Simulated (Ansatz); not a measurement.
# I, one cell by several methods

```yaml
crystal:
  lattice:
    - [-2.07741, 2.07741, 2.07741]
    - [2.07741, -2.07741, 2.07741]
    - [2.07741, 2.07741, -2.07741]
  atoms:
    - { symbol: I, position: [0.00000, 0.00000, 0.00000] }
```

The structure comes from a relaxation in the same program, started in the bcc type, and has space group Im-3m. Whether it is a known phase or the ground state wasn't checked.

No spin–orbit coupling, which matters for the heavy atoms here.

Levels of theory: DFT, PBE, PAW with Ansatz's default frozen-core files, scalar-relativistic (Ansatz 0.2.0); DFT, PBE, all-electron LAPW, scalar-relativistic (Ansatz 0.2.0).

For PAW: a Γ-centred 14×14×14 k mesh, Fermi–Dirac smearing of 0.03 eV, cutoff 420 eV, no spin polarisation. LAPW targets a basis error of 0.25 meV/atom. The Ansatz runs share mesh, smearing and spin set-up. Plane-wave (PAW) pressures include the program's estimate of the Pulay term.

Stress and pressure are positive in compression.

Levels count from the Fermi level.

PAW results:

```
                      quantity      PAW
                pressure (GPa)     0.01
highest filled level at N (eV)   -0.832
  lowest empty level at N (eV)    0.463
highest filled level at Γ (eV)  -13.422
  lowest empty level at Γ (eV)    0.787
highest filled level at H (eV)   -2.622
  lowest empty level at H (eV)    4.480
```

What does full-potential LAPW give for the same quantities?


| quantity | LAPW |
| --- | --- |
| pressure (GPa) | 0.01 |
| highest filled level at N (eV) | -0.832 |
| lowest empty level at N (eV) | 0.463 |
| highest filled level at Γ (eV) | -13.422 |
| lowest empty level at Γ (eV) | 0.787 |
| highest filled level at H (eV) | -2.622 |
| lowest empty level at H (eV) | 4.479 |
